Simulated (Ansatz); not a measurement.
An Ansatz input:

```yaml
crystal:
  lattice:
    - [2.7830756001, 1.6068094468, 4.0827977886]
    - [-2.7830756001, 1.6068094468, 4.0827977886]
    - [0.0, -3.2136188938, 4.0827977886]
  atoms:
    - { symbol: Hg, position: [0.0, 1.0, 0.0] }
hamiltonian:
  xc: rpbe
  pseudopotentials:
    kind: paw
    azcp:
      Hg: "pseudopotentials/Hg.paw.azcp"
basis:
  ecutwfc: 420
  fft_grid_basis: typed
kpoints:
  mp_grid: { grid: [12, 12, 12], shift: [0, 0, 0] }
magnetization:
  spin_polarized: false
scf:
  occupations: { method: fermi_dirac, width: 0.1 }
output:
  stress: true
```

Terminal output

```
Engine: ansatz 0.2.0, aarch64-unknown-linux-gnu
Pseudopotentials: kind: paw
Pseudopotential: Hg, paw, valence charge 20, recommended cutoff 420 eV (normal) 
Functional definition: RPBE
  parameter kappa = 0.804
  parameter beta = 0.06672455060314922
  exchange = rpbe_x(kappa = kappa, mu = beta*pi^2/3)
  correlation = pbe_c(beta = beta)
Crystal: 1 atoms, lattice volume = 109.546 Å³
Basis set: ecut = 420 eV, 2191 PW (Γ)
Bands: 14, of which v1, the nominal top of the filled ones, is band 10 counted from 1 (9 counted from 0)
Symmetry: 12 space group operations
Space group: R-3m (ITA 166), of the structure as read, at distance tolerance 4.8e-5 Å
k-points: 189 of 1728
Non-local potential: Hg, projectors of the file, l = 0: 3, l = 1: 2, l = 2: 2, l = 3: 1
PAW form: soft (Blöchl's): semilocal exchange-correlation on the pseudo side does not see the compensation charge
PAW frozen core: Hg, regenerated for the run's functional, and the local potential with it (the file was generated under x = pbe(κ = 0.804, μ = 0.2195149727645171), c = pbe(β = 0.06672455060314922))
PAW one-centre angular grid: Hg, 590 points (default); XC on 64 Gauss nodes
Initial density: superposition of atomic densities (neutral atoms: chi_scale 0, normalization atom), corrected by the library's trained network
Initial wavefunctions: pseudopotential atomic-orbital guess
Functional: x = rpbe, c = pbe(β = 0.06672455060314922)
SCF iter   1: F=—  HF=-13828.317817 eV  |F-HF|=—  |Δ(HF+E_count)|=         —  Δρ=8.58e-4  dr2=9.07e-4  ethr=1.77e-3  ⟨swp⟩=4.4  Hψ=13225  notcnv=0
SCF iter   2: F=—  HF=-13828.317709 eV  |F-HF|=—  |Δ(HF+E_count)|=   1.08e-4  Δρ=3.07e-4  dr2=4.85e-5  ethr=4.53e-6  ⟨swp⟩=3.0  Hψ=6091  notcnv=0
SCF iter   3: F=—  HF=-13828.317690 eV  |F-HF|=—  |Δ(HF+E_count)|=   1.92e-5  Δρ=1.19e-4  dr2=6.91e-6  ethr=2.43e-7  ⟨swp⟩=2.1  Hψ=3899  notcnv=0
SCF iter   4: F=—  HF=-13828.317687 eV  |F-HF|=—  |Δ(HF+E_count)|=   2.69e-6  Δρ=1.62e-5  dr2=1.03e-7  ethr=3.46e-8  ⟨swp⟩=2.6  Hψ=3793  notcnv=0
iter 5 did not close the SCF: its close was put off for the readings that it lacked (scf_convergence_deferred on its scf_iter line)
SCF iter   5: F=-13828.317687 eV  HF=-13828.317687 eV  |F-HF|=1.32e-9  |Δ(HF+E_count)|=   4.03e-9  Δρ=2.18e-6  dr2=1.59e-9  ethr=5.15e-10  ⟨swp⟩=2.2  Hψ=3896  notcnv=0
SCF iter   6: F=-13828.317687 eV  HF=-13828.317687 eV  |F-HF|=7.28e-12  |Δ(HF+E_count)|=   1.97e-9  Δρ=1.35e-7  dr2=9.96e-12  ethr=7.97e-12  ⟨swp⟩=1.7  Hψ=8320  notcnv=0
SCF 1 converged in 6 iterations: F = -13828.317687 eV  dr2 = 9.96e-12
SCF converged after 6 iterations
Free energy (F): -13828.317687 eV
Harris-Foulkes:  -13828.317687 eV  (|F-HF|=7.28e-12)
Internal energy: -13828.317687 eV  (E = F + TS)
E sigma→0 (E₀):  -13828.317687 eV
Fermi energy:    -0.203462 eV
--- Per-component energies (eV) ---
  E_band       = -664.274581
  E_kinetic    = 605.770444
  E_local      = -4542.278757  (includes V_loc(G=0)·N_el)
  E_nonlocal   = 72.322837
  E_hartree    = 1953.517078
  E_xc         = -220.503144
  E_vxc        = -261.160085  (∫ρ·V_xc dr)
  E_paw        = -9961.054170  (= ΣΔE_a)
  E_vpaw       = -445.963910  (= ΣTr[D̂ρ^β])
  E_aug_tail   = 0.000948  (compensation charges beyond the density's cutoff)
  E_ewald      = -1736.035532
  E_core_change = -0.057394  (= ΣΔE_core)
  E_smearing   = -0.000000  (= −TS)
  E_closure    = -0.000000  (closes the sum)
  Σ components = -13828.317687   (vs F -13828.317687, Δ=0.00e0)
--- Stress (GPa, compression-positive) ---
       -0.010784      -0.000000       0.000000
       -0.000000      -0.010784      -0.000000
        0.000000      -0.000000       0.005625
  P = ⅓ Tr σ = -0.0053 GPa (-0.053 kbar)
```
